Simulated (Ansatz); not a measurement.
# Pd: a jump of H

Computed with Ansatz 0.2.0, DFT PBE, scalar-relativistic, plane waves, PAW. Run with 420 eV cutoff, 3×3×3 k-mesh, Gaussian smearing of 0.10 eV, no spin polarisation.

In a supercell of 27 host sites, interstitial H hops to an equivalent place, moving 2.79 Å between the relaxed ends. Climbing-image nudged elastic band at fixed cell with images 0 (start) to 2 (end), the path measured over all atoms, converged to 0.05 eV/Å; the order of the saddle wasn't checked, and the small cell leaves errors of about a tenth of an eV. Zero-point motion and tunnelling, which matter for H, are left out. At the top the atom squeezes straight between two others, where symmetry can hold a band on a ridge, so a bent path, such as one by way of a neighbouring hole, may have a much lower barrier.

Command:

```bash
ansatz run input.yaml --threads 4 --pin off --max-ram 10240MiB --backend cpu --events-out ev --progress --plain --runs-dir out
```

Input:

```yaml
crystal:
  lattice:
    - [-5.9133745851, -5.9133745851, 0.0]
    - [-5.9133745851, 0.0, -5.9133745851]
    - [0.0, -5.9133745851, -5.9133745851]
  atoms:
    - { symbol: Pd, position: [0.6663358854, 0.6663434988, 0.6663356779] }
    - { symbol: Pd, position: [0.3343115104, 0.666345449, 0.6663377131] }
    - { symbol: Pd, position: [0.001596624, 0.6650890274, 0.6650587722] }
    - { symbol: Pd, position: [0.6663370243, 0.3343214778, 0.6663370816] }
    - { symbol: Pd, position: [0.3333355673, 0.3333333333, 0.6666020964] }
    - { symbol: Pd, position: [6.16369e-05, 0.3333303767, 0.6666020604] }
    - { symbol: Pd, position: [0.6650895288, 0.0016009633, 0.6650666729] }
    - { symbol: Pd, position: [0.3333292454, 6.39419e-05, 0.6666028809] }
    - { symbol: Pd, position: [0.0015725741, 0.0015931112, 0.665074959] }
    - { symbol: Pd, position: [0.666334871, 0.6663430032, 0.3343203843] }
    - { symbol: Pd, position: [0.3333333333, 0.6666011149, 0.3333325712] }
    - { symbol: Pd, position: [6.18303e-05, 0.666605115, 0.3333330976] }
    - { symbol: Pd, position: [0.6666008551, 0.3333333348, 0.3333333333] }
    - { symbol: Pd, position: [0.3333300881, 0.333331479, 0.3333352262] }
    - { symbol: Pd, position: [6.1967e-05, 0.3333299976, 0.3333367845] }
    - { symbol: Pd, position: [0.6666043227, 6.47123e-05, 0.3333331018] }
    - { symbol: Pd, position: [0.3333274418, 6.46854e-05, 0.3333362149] }
    - { symbol: Pd, position: [0.0003287705, 0.0003294478, 0.3323459307] }
    - { symbol: Pd, position: [0.6650701729, 0.665081308, 0.0015861255] }
    - { symbol: Pd, position: [0.3333333414, 0.6666005242, 6.60994e-05] }
    - { symbol: Pd, position: [0.0016012888, 0.665081923, 0.0015855052] }
    - { symbol: Pd, position: [0.6666004259, 0.333334017, 6.54346e-05] }
    - { symbol: Pd, position: [0.3333336121, 0.3333334738, 6.15037e-05] }
    - { symbol: Pd, position: [0.0003316462, 0.3323459277, 0.0003242814] }
    - { symbol: Pd, position: [0.6650784043, 0.0016077684, 0.0015767871] }
    - { symbol: Pd, position: [0.3323484922, 0.0003308329, 0.0003236658] }
    - { symbol: Pd, position: [0.0003279583, 0.0003289142, 0.0003217747] }
    - { symbol: H, position: [0.8332624411, 0.8329604637, 0.8336837671] }
basis:
  ecutwfc: 420
  xc_grid: 2
kpoints:
  mp_grid: { grid: [3, 3, 3], shift: [0.0, 0.0, 0.0] }
hamiltonian:
  xc: pbe
scf:
  occupations: { method: gaussian, width: 0.1 }
output:
  forces: true
neb:
  images: 1
  f_tol: 0.05
  max_iterations: 70
  order_check: false
  final_atoms:
    - { symbol: Pd, position: [0.6650666729, 0.6650895288, 0.6682428349] }
    - { symbol: Pd, position: [0.3333333333, 0.6666008551, 0.6667324768] }
    - { symbol: Pd, position: [0.0015861255, 0.6650701729, 0.6682623936] }
    - { symbol: Pd, position: [0.6666020964, 0.3333355673, 0.6667290029] }
    - { symbol: Pd, position: [0.3333325712, 0.3333333333, 0.6667329807] }
    - { symbol: Pd, position: [0.0003236658, 0.3323484922, 0.6669970091] }
    - { symbol: Pd, position: [0.6650587722, 0.001596624, 0.6682555765] }
    - { symbol: Pd, position: [0.3323459307, 0.0003287705, 0.666995851] }
    - { symbol: Pd, position: [0.0003242814, 0.0003316462, 0.6669981447] }
    - { symbol: Pd, position: [0.6663370816, 0.6663370243, 0.3330044163] }
    - { symbol: Pd, position: [0.3343203843, 0.666334871, 0.3330017414] }
    - { symbol: Pd, position: [0.0015767871, 0.6650784043, 0.3317370402] }
    - { symbol: Pd, position: [0.6663377131, 0.3343115104, 0.3330053275] }
    - { symbol: Pd, position: [0.3333362149, 0.3333274418, 0.3332716579] }
    - { symbol: Pd, position: [6.15037e-05, 0.3333336121, 0.3332714103] }
    - { symbol: Pd, position: [0.665074959, 0.0015725741, 0.3317593558] }
    - { symbol: Pd, position: [0.3333367845, 6.1967e-05, 0.3332712509] }
    - { symbol: Pd, position: [0.0015855052, 0.0016012888, 0.331731283] }
    - { symbol: Pd, position: [0.6663356779, 0.6663358854, 0.0009849379] }
    - { symbol: Pd, position: [0.3333331018, 0.6666043227, -2.1368e-06] }
    - { symbol: Pd, position: [6.54346e-05, 0.6666004259, 1.225e-07] }
    - { symbol: Pd, position: [0.6666028809, 0.3333292454, 3.9318e-06] }
    - { symbol: Pd, position: [0.3333352262, 0.3333300881, 3.2067e-06] }
    - { symbol: Pd, position: [6.60994e-05, 0.3333333414, 3.51e-08] }
    - { symbol: Pd, position: [0.6666020604, 6.16369e-05, 5.926e-06] }
    - { symbol: Pd, position: [0.3333330976, 6.18303e-05, -4.3e-08] }
    - { symbol: Pd, position: [0.0003217747, 0.0003279583, -0.0009786472] }
    - { symbol: H, position: [0.8336837671, 0.8332624411, 0.500093328] }
```

Course of the band:

| iteration | largest band force (eV/Å) | climbing image | energies over image 0 (eV) |
| --- | --- | --- | --- |
| 1 | 3.439 | none | 0.000 1.258 0.000 |
| 2 | 0.763 | none | 0.000 0.591 0.000 |
| 3 | 0.221 | 1 | 0.000 0.530 0.000 |
| 4 | 0.012 | 1 | 0.000 0.526 0.000 |

Final band:

```csv
image,path (Å),E − E(0) (eV),H x (Å),H y (Å),H z (Å),force on H (eV/Å)
0,0.00,0.000,-9.853,-9.857,-9.855,0.00
1,1.40,0.526,-9.854,-8.870,-8.869,0.01
2,2.79,0.000,-9.857,-7.887,-7.885,0.00
```

Barrier 0.53 eV. It took 100 s on 4 threads of AMD EPYC 9B45 (Zen 5), with other jobs on the host, peak memory 4.2 GiB.